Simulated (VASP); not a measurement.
**Se: equation of state with PBE**

Crystal: Se.

```
Se
1.0
     4.36620    0.00000    0.00000
    -2.18310    3.78124    0.00000
     0.00000    0.00000    4.95360
Se
3
Direct
  0.77460 0.77460 0.00000
  0.00000 0.22540 0.66667
  0.22540 0.00000 0.33333
```

- Program: VASP 6.6.1
- Task: equation of state
- Functional: PBE
- Potentials or basis: VASP PAW PBE potentials, release 64 (Se)
- Cutoff: 520 eV
- k mesh: 7 × 7 × 6
- Occupations: fermi-dirac, width 0.05 eV
- Spin: no spin polarisation
- Further INCAR settings: ALGO = Normal; EDIFF = 1e-07; NBANDS = 16

```
Equilibrium volume                        : 28.72 Å³/atom
Bulk modulus at fixed shape and positions : 50 GPa
Pressure derivative of the bulk modulus   : 4.4
```

Energy against volume, from the lowest point:
```csv
volume (Å³/atom),energy (meV/atom)
25.625,63.49
26.170,41.41
26.716,24.57
27.261,12.46
27.806,4.60
28.351,0.57
28.896,0.00
```

All runs of the series together: 4.5 min on 1 thread of Intel(R) Xeon(R) Platinum 8488C (Sapphire Rapids) (shared host).

Caveat: the cell was scaled at fixed shape and fractional positions, which overstates the stiffness of a crystal with free parameters, most of all of layers and chains.
